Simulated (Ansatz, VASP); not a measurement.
BP: VASP beside Ansatz

Contents of INCAR:

```
PREC     = Accurate       # precision mode
ENCUT    = 520            # plane-wave cutoff, eV
EDIFF    = 1E-6           # SCF threshold, eV
ISMEAR   = 0              # smearing method
SIGMA    = 0.02           # smearing width, eV
LREAL    = F              # projectors in reciprocal space
LASPH    = T              # aspherical terms in the spheres
NELM     = 60             # most SCF steps
ALGO     = Normal         # electronic algorithm
ISIF     = 2              # what is computed and relaxed
LWAVE    = F              # write WAVECAR
LCHARG   = T              # write CHGCAR
GGA      = PE             # functional
LELF     = T              # ELF
LVHAR    = T            
NBANDS   = 11             # bands
```

Contents of KPOINTS:

```
regular mesh
0
Gamma
  10 10 10
```

File POSCAR:

```
BP
1.0
    0.0000000000      2.2740963337      2.2740963337
    2.2740963337      0.0000000000      2.2740963337
    2.2740963337      2.2740963337      0.0000000000
B P
1 1
Direct
    0.0000000000      0.0000000000      0.0000000000
    0.2500000000      0.2500000000      0.2500000000
```

Input for Ansatz:

```yaml
crystal:
  lattice:
    - [0.0, 2.2740963337, 2.2740963337]
    - [2.2740963337, 0.0, 2.2740963337]
    - [2.2740963337, 2.2740963337, 0.0]
  atoms:
    - { symbol: B, position: [0.0, 0.0, 0.0] }
    - { symbol: P, position: [0.25, 0.25, 0.25] }
basis:
  ecutwfc: 420
kpoints:
  mp_grid: { grid: [10, 10, 10] }
  band_path: { path: [VBM, CBM], npoints: 2 }
hamiltonian:
  xc: pbe
scf:
  occupations: { method: gaussian, width: 0.02 }
output:
  forces: true
  stress: true
  eigenvalues: true
checkpoint:
  read: start.run
  write: ck
  compress: false
  write_wavefunctions: false
  write_every: 100000
```

Alike in both runs: task single point; functional PBE; k mesh 10 × 10 × 10; occupations gaussian, width 0.02 eV; no spin polarisation.

|  | VASP | Ansatz |
| --- | --- | --- |
| version | VASP 6.6.1 | Ansatz 0.2.0 |
| potentials or method | VASP PAW PBE potentials, release 64 (B, P) | scalar-relativistic, plane waves, PAW |
| plane-wave cutoff (eV) | 520 | 420 |
| valence electrons in the cell | 8 | 8 |

```tsv
	VASP	Ansatz	Ansatz less VASP
gap on the k mesh at the Fermi level (eV)	1.25	1.25	+0.004
least direct gap on the mesh (eV)	3.39	3.39	+0.003
pressure (GPa)	-0.2	0.0	+0.23
```

A k mesh can miss the band edges. Expect the measured gap to be larger: semilocal functionals such as PBE lack the derivative discontinuity.
